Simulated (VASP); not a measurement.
Here is a VASP 6.6.1 calculation.

Contents of INCAR:

```
  ALGO = Fast
  EDIFF = 1E-6
  ENCUT = 520
  GGA = PE
  ISIF = 2
  ISMEAR = 0
  LASPH = True
  LCHARG = False
  LREAL = False
  LWAVE = False
  NBANDS = 12
  NELM = 60
  PREC = Accurate
  SIGMA = 0.05
```

The input KPOINTS:

```
k-points
0
Gamma
  18 18 18
```

POSCAR

```
Ta
1.0
    0.0000000000      2.0851675935      2.0851675935
    2.0851675935      0.0000000000      2.0851675935
    2.0851675935      2.0851675935      0.0000000000
Ta
1
Direct
    0.0000000000      0.0000000000      0.0000000000
```

Potentials or basis: VASP PAW PBE potentials, release 64 (Ta_pv).

The run is started by

```console
$ cat potpaw_PBE.64/Ta_pv/POTCAR > POTCAR
$ mpirun -np 1 vasp_std > vasp.out
```

(1) What does it give for the band gap on the k mesh?

(2) Predict the pressure.

## Answers

(1) none (metal or under the smearing width).

(2) 7.7 GPa.
